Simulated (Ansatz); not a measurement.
The system is NaCl.

```
Cl Na
1.0
     3.50219    0.00000    0.00000
     0.00000    3.50219    0.00000
     0.00000    0.00000    3.50219
Cl Na
1 1
Direct
  0.50000 0.50000 0.50000
  0.00000 0.00000 0.00000
```

Measurements of this composition are mostly on another form, of space group No. 225.

Base run:

| Property | Result |
| --- | --- |
| Program | Ansatz 0.2.0 |
| Functional | r2SCAN |
| Potentials or basis | Ansatz PAW |
| Cutoff | 500 eV (not typed: the program's choice for these potentials) |
| k mesh | 8 × 8 × 8 |
| Occupations | fermi-dirac, width 0.05 eV |
| Spin | no spin polarisation |

Its results: band gap on the k mesh 4.78 eV, indirect (least direct gap 5.29 eV); pressure -1.0 GPa.

Question: The run is repeated on the same cell with these changes: functional from r2SCAN to PBEsol; cutoff from 500 eV (not typed: the program's choice for these potentials) to 420 eV (not typed: the program's choice for these potentials). What comes out?

Answer: Band gap on the k mesh 3.84 eV, indirect (least direct gap 4.34 eV); pressure -1.2 GPa.

r2SCAN gives the wider gap, since meta-GGAs in the generalised Kohn-Sham scheme recover part of the derivative discontinuity.

Caveats: the PAW data sets come from PBE, with cores solved anew for the run's functional, which leaves a small shift of forces and pressure.
